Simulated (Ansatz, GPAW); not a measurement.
**Ballistic transport through a C6 chain between two Ga chains, from relaxation to T(E)**

Wanted: T(E) of a C6 chain between two Ga chains at a relaxed geometry in two programs, beside the unrelaxed structure.

Main program and level: GPAW 26.7.0 and Ansatz 0.2.0; Ansatz plane waves; relaxation of the junction with the lead ends held, in the first sound run; inputs show where later runs differ.

Most raw output is cut from this account.

### Step 1. The structure

The cell holds 18 atoms: 12 Ga and 6 C. Cell: a = 9.000 Å, b = 9.000 Å, c = 38.117 Å, α = 90.0°, β = 90.0°, γ = 90.0°. Regions: left lead, 6 atoms (6 Ga); channel, 6 atoms (6 C); right lead, 6 atoms (6 Ga). Vacuum lies along a and b. The structure is stacked along c, and the current runs across the ab planes.

### Step 2. Relaxation

Transmission follows bond lengths closely, so the atoms between the held lead ends are relaxed first, from a slightly shaken start that lets symmetry break.

Input file input.yaml:

```yaml
crystal:
  lattice:
    - [9.0, 0.0, 0.0]
    - [0.0, 9.0, 0.0]
    - [0.0, 0.0, 38.1168]
  atoms:
    - { symbol: Ga, position: [0.5, 0.5, 0.0334498174] }
    - { symbol: Ga, position: [0.5, 0.5, 0.1003494522] }
    - { symbol: Ga, position: [0.5, 0.5, 0.167249087] }
    - { symbol: Ga, position: [0.5, 0.5, 0.2341487218] }
    - { symbol: Ga, position: [0.4985588666, 0.4962330108, 0.3015787083] }
    - { symbol: Ga, position: [0.4963072847, 0.5067130519, 0.368675318] }
    - { symbol: C, position: [0.4988024569, 0.5019017191, 0.4177094529] }
    - { symbol: C, position: [0.5094465647, 0.4969224511, 0.4495485511] }
    - { symbol: C, position: [0.5017258021, 0.4990681632, 0.4847250017] }
    - { symbol: C, position: [0.5016892477, 0.5035874695, 0.5157207066] }
    - { symbol: C, position: [0.4999916951, 0.5013165372, 0.5513051481] }
    - { symbol: C, position: [0.5000552415, 0.4974386117, 0.5836584231] }
    - { symbol: Ga, position: [0.500625488, 0.4997956334, 0.6320404011] }
    - { symbol: Ga, position: [0.502321535, 0.4978046564, 0.6994998448] }
    - { symbol: Ga, position: [0.5, 0.5, 0.7658512782] }
    - { symbol: Ga, position: [0.5, 0.5, 0.832750913] }
    - { symbol: Ga, position: [0.5, 0.5, 0.8996505478] }
    - { symbol: Ga, position: [0.5, 0.5, 0.9665501826] }
kpoints:
  mp_grid: { grid: [1, 1, 2] }
hamiltonian:
  xc: pbe
scf:
  occupations: { method: fermi_dirac, width: 0.1 }
relax:
  f_tol: 0.03
  max_steps: 80
  constraints: [{ sites: [0, 1, 2, 3, 14, 15, 16, 17] }]
```

Command:

```
ansatz run input.yaml --threads 4 --pin off --max-ram 8192MiB --backend cpu --events-out ev --progress --plain --runs-dir out
```

The job ended after 1.7 min (4 threads of Intel Xeon 6975P-C (Granite Rapids), shared host; peak memory 3.8 GiB).

Relaxation path:

```csv
step,energy less that of the first step (eV),largest force component (eV/Å)
1,0.0000,6.7239
2,-0.3417,1.4025
3,-0.5668,0.9924
4,-0.8045,1.8334
5,-1.0491,1.6009
6,-1.2030,0.7893
7,-1.2686,0.1760
8,-1.2790,0.0966
9,-1.2832,0.0146
10,-1.2849,0.0356
11,-1.2869,0.0358
12,-1.2877,0.0217
13,-1.2877,0.0214
14,-1.2879,0.0115
```

The atoms that moved most (Å):

```csv
atom,dx,dy,dz,length
Ga5,0.029,-1.129,-0.074,1.131
Ga14,0.601,-0.953,0.024,1.127
C7,0.079,-0.429,-0.082,0.443
C10,0.093,-0.392,0.023,0.403
C12,0.155,-0.354,0.028,0.387
C11,0.124,-0.366,0.009,0.387
C9,0.079,-0.356,-0.042,0.367
C8,-0.004,-0.345,-0.043,0.347
```

This step gave:

```yaml
free_energy: -46880.0601 eV
smearing_term_ts: 0.7406 eV
symmetry_operations: 1
```

The relaxation lowered the energy of the cell by 1.29 eV.

### Step 3. Plane-wave reference (PBE)

A plane-wave run comes first: its basis does not favour the atoms, so it serves as the reference for the orbital bases.

This step: Ansatz plane waves; Landauer transmission by layers, zero bias (Ansatz 0.2.0).

Input file input.yaml:

```yaml
crystal:
  lattice:
    - [9.0, 0.0, 0.0]
    - [0.0, 9.0, 0.0]
    - [0.0, 0.0, 38.1168]
  atoms:
    - { symbol: Ga, position: [0.5, 0.5, 0.0334498174] }
    - { symbol: Ga, position: [0.5, 0.5, 0.1003494522] }
    - { symbol: Ga, position: [0.5, 0.5, 0.167249087] }
    - { symbol: Ga, position: [0.5, 0.5, 0.2341487218] }
    - { symbol: Ga, position: [0.5018365717, 0.3708274895, 0.2996481263] }
    - { symbol: Ga, position: [0.5063679975, 0.5024164784, 0.3652537404] }
    - { symbol: C, position: [0.5075415813, 0.4542711837, 0.4155612472] }
    - { symbol: C, position: [0.5089501794, 0.458617351, 0.4484107769] }
    - { symbol: C, position: [0.5104584555, 0.4595011975, 0.4836262759] }
    - { symbol: C, position: [0.5119771411, 0.460034723, 0.5163302768] }
    - { symbol: C, position: [0.5137469521, 0.4606210081, 0.5515458575] }
    - { symbol: C, position: [0.5172375586, 0.4581575539, 0.5844010248] }
    - { symbol: Ga, position: [0.4909631897, 0.5007560396, 0.6346269884] }
    - { symbol: Ga, position: [0.5691167984, 0.3918848364, 0.7001336747] }
    - { symbol: Ga, position: [0.5, 0.5, 0.7658512782] }
    - { symbol: Ga, position: [0.5, 0.5, 0.832750913] }
    - { symbol: Ga, position: [0.5, 0.5, 0.8996505478] }
    - { symbol: Ga, position: [0.5, 0.5, 0.9665501826] }
kpoints:
  mp_grid: { grid: [1, 1, 2] }
hamiltonian:
  xc: pbe
scf:
  occupations: { method: fermi_dirac, width: 0.1 }
output:
  transmission:
    leads: [[0, 1]]
    e_range: [-2, 2]
    de: 0.025
    kmesh: [1, 1]
    reduced_basis: true
  write_potential: true
  write_density: true
  volumetric_format: npy
```

Run time: 85 s. Hardware: 4 threads; peak memory 3.9 GiB.

This step gave:

- free energy: -46880.0599 eV
- lead level: 0 eV from the Fermi level
- transmission at the Fermi level (one spin): 0.3500
- open channels of the lead at the Fermi level (one spin): 3
- step of the potential along the lead: 35.5 meV
- offset of the lead: 0 Å
- filling of the lead less its bulk value, in size: 39.7 meV
- conductance: 0.3546 G₀

One spin. Table of transmission, zone mean by energy, zero at the Fermi level:

```csv
energy (eV),"transmission, zone mean"
-2.000,0.630
-1.975,0.843
-1.900,0.445
-1.800,0.137
-1.700,0.0560
-1.600,0.0283
-1.500,0
-1.400,0.00420
-1.300,0.00584
-1.200,0.00526
-1.100,0.00476
-1.000,0.00447
-0.900,0.00440
-0.800,0.00453
-0.700,0.00489
-0.600,0.00554
-0.500,0.00660
-0.400,0.00835
-0.300,0.0115
-0.200,0.0733
-0.100,0.204
0.000,0.350
0.100,0.538
0.200,0.814
0.300,1.16
0.400,1.47
0.500,1.69
0.600,1.82
0.700,1.90
0.800,1.95
0.900,1.97
1.000,1.98
1.100,1.97
1.200,1.95
1.300,1.92
1.400,1.90
1.500,1.85
1.600,1.79
1.700,1.71
1.800,1.65
1.900,1.64
2.000,1.64
```

One spin. The open channels, zone mean by energy, zero at the Fermi level:

energy (eV), open channels, zone mean and a bar:
```
   -2.000       1.00 ##########
   -1.900       1.00 ##########
   -1.800       1.00 ##########
   -1.700       1.00 ##########
   -1.600       1.00 ##########
   -1.500       0.00 
   -1.400       1.00 ##########
   -1.300       1.00 ##########
   -1.200       1.00 ##########
   -1.100       1.00 ##########
   -1.000       1.00 ##########
   -0.900       1.00 ##########
   -0.800       1.00 ##########
   -0.700       1.00 ##########
   -0.600       1.00 ##########
   -0.500       1.00 ##########
   -0.400       1.00 ##########
   -0.300       1.00 ##########
   -0.200       3.00 ##############################
   -0.100       3.00 ##############################
    0.000       3.00 ##############################
    0.100       3.00 ##############################
    0.200       3.00 ##############################
    0.300       3.00 ##############################
    0.400       3.00 ##############################
    0.500       3.00 ##############################
    0.600       3.00 ##############################
    0.700       3.00 ##############################
    0.800       3.00 ##############################
    0.900       3.00 ##############################
    1.000       3.00 ##############################
    1.100       3.00 ##############################
    1.200       3.00 ##############################
    1.300       3.00 ##############################
    1.400       3.00 ##############################
    1.500       3.00 ##############################
    1.600       3.00 ##############################
    1.700       3.00 ##############################
    1.800       3.00 ##############################
    1.900       3.00 ##############################
    2.000       3.00 ##############################
```

Crystal 0, spin -, k parallel (0, 0); distinct values, listed up to 1.5 1/Å. Im kz of the slowest decaying states against energy, zero at the Fermi level:

```csv
energy (eV),decay 1 (Å⁻¹),decay 2 (Å⁻¹),decay 3 (Å⁻¹),decay 4 (Å⁻¹)
-2.000,0.643,0.643,1.14,1.27
-1.800,0.605,0.606,1.11,1.25
-1.600,0.565,0.566,1.09,1.22
-1.400,0.522,0.522,1.07,1.20
-1.200,0.474,0.475,1.04,1.18
-1.000,0.421,0.421,1.01,1.16
-0.800,0.359,0.359,0.988,1.14
-0.600,0.283,0.284,0.960,1.11
-0.400,0.177,0.178,0.932,1.09
-0.200,0.903,1.06,1.18,1.18
0.000,0.873,1.04,1.15,1.15
0.200,0.842,1.01,1.13,1.13
0.400,0.809,0.986,1.11,1.11
0.600,0.776,0.958,1.09,1.09
0.800,0.741,0.930,1.06,1.06
1.000,0.704,0.902,1.04,1.04
1.200,0.665,0.872,1.01,1.01
1.400,0.623,0.841,0.985,0.988
1.600,0.579,0.809,0.957,0.962
1.800,0.531,0.776,0.929,0.935
2.000,0.479,0.741,0.900,0.907
```

Crystal 0, spin -, k parallel (0, 0). Table of Re kz of states that move upwards by energy, zero at the Fermi level:

```csv
energy (eV),channel 1 (Å⁻¹),channel 2 (Å⁻¹),channel 3 (Å⁻¹)
-2.000,1.18,-,-
-1.900,1.19,-,-
-1.800,1.20,-,-
-1.700,1.21,-,-
-1.600,1.22,-,-
-1.500,-,-,-
-1.400,-1.23,-,-
-1.300,-1.21,-,-
-1.200,-1.20,-,-
-1.100,-1.19,-,-
-1.000,-1.18,-,-
-0.900,-1.17,-,-
-0.800,-1.16,-,-
-0.700,-1.15,-,-
-0.600,-1.14,-,-
-0.500,-1.14,-,-
-0.400,-1.13,-,-
-0.300,-1.12,-,-
-0.200,-1.11,0.132,0.134
-0.100,-1.10,0.205,0.207
0.000,-1.09,0.259,0.260
0.100,-1.08,0.303,0.304
0.200,-1.07,0.342,0.343
0.300,-1.06,0.376,0.377
0.400,-1.05,0.408,0.409
0.500,-1.04,0.438,0.439
0.600,-1.03,0.466,0.467
0.700,-1.03,0.493,0.493
0.800,-1.02,0.518,0.518
0.900,-1.01,0.542,0.542
1.000,-0.999,0.565,0.566
1.100,-0.991,0.587,0.588
1.200,-0.982,0.609,0.610
1.300,-0.974,0.630,0.630
1.400,-0.965,0.650,0.651
1.500,-0.957,0.670,0.671
1.600,-0.948,0.689,0.690
1.700,-0.940,0.708,0.709
1.800,-0.932,0.727,0.727
1.900,-0.923,0.745,0.745
2.000,-0.915,0.762,0.763
```

The electrostatic potential energy of an electron (with the applied field's), less the Fermi level, planar mean oscillates, so the rows of the table below give means over windows of 2.53 Å about each position, cut where the curve ends. Its first 14 maxima inside the range that stand out by 2 % of the span (Å: eV): 2.5: 3.62, 5.1: 3.63, 7.6: 3.53, 10.1: 3.39, 12.7: 3.45, 15.2: 3.73, 16.5: 3.91, 17.7: 3.94, 19.1: 3.98, 20.4: 3.94, 21.6: 3.92, 22.9: 3.73, 25.5: 3.44, 28.0: 3.39. Its first 14 minima: 1.3: 2.61, 3.9: 2.62, 6.4: 2.59, 8.9: 2.45, 11.5: 2.41, 13.8: 2.50, 15.8: 3.16, 17.1: 3.26, 18.5: 3.30, 19.7: 3.30, 21.0: 3.26, 22.3: 3.16, 24.3: 2.51, 26.7: 2.41.

Electrostatic potential energy of an electron (with the applied field's), less the Fermi level, planar mean against z; means over each step:

```csv
z (Å),"electrostatic potential energy of an electron (with the applied field's), less the Fermi level, planar mean (eV)"
1.26,3.09
3.79,3.10
6.33,3.07
8.86,2.94
11.39,2.89
13.92,3.03
16.45,3.53
18.98,3.62
21.51,3.55
24.04,3.04
26.57,2.89
29.10,2.93
31.63,3.06
34.16,3.10
36.69,3.09
```

The valence density, planar mean oscillates, so the rows of the table below give means over windows of 2.53 Å about each position, cut where the curve ends. Its first 14 maxima inside the range that stand out by 2 % of the span (Å: e/Å³): 1.3: 0.208, 3.9: 0.212, 6.4: 0.215, 8.9: 0.216, 11.5: 0.213, 14.0: 0.204, 16.7: 0.0425, 18.9: 0.0418, 21.4: 0.0425, 24.1: 0.206, 26.7: 0.214, 29.2: 0.216, 31.7: 0.215, 34.2: 0.212. Its minima: 2.5: 0.0137, 5.1: 0.0139, 7.7: 0.0139, 10.1: 0.0140, 12.7: 0.0142, 14.9: 0.0194, 17.7: 0.0340, 20.4: 0.0340, 23.2: 0.0195, 25.5: 0.0143, 28.0: 0.0139, 30.4: 0.0139, 33.1: 0.0139, 35.6: 0.0137.

Table of valence density, planar mean by z; means over each step:

```csv
z (Å),"valence density, planar mean (e/Å³)"
1.26,0.0633
3.79,0.0634
6.33,0.0635
8.86,0.0634
11.39,0.0634
13.92,0.0640
16.45,0.0380
18.98,0.0384
21.51,0.0384
24.04,0.0649
26.57,0.0634
29.10,0.0633
31.63,0.0635
34.16,0.0634
36.69,0.0633
```

The largest of the program's own error estimates on the conductance is 33 %. T at the Fermi level is 0.350; the potential still steps by 35.5 meV from one lead period to the next, more than the program accepts for a lead, so the cell is too short for a firm reference, and the program's own error estimates apply.

[end of part 1 of 3]

[Logs are printed without paths, hosts, clocks, repeated set-up lines and the standing remarks that a program may print on its own settings, such as how far it seeks lower states.]

[Hosts, paths, dates, database ids (printed as entryN), source tags and the programs' standing remarks are cut or masked in the printed files.]
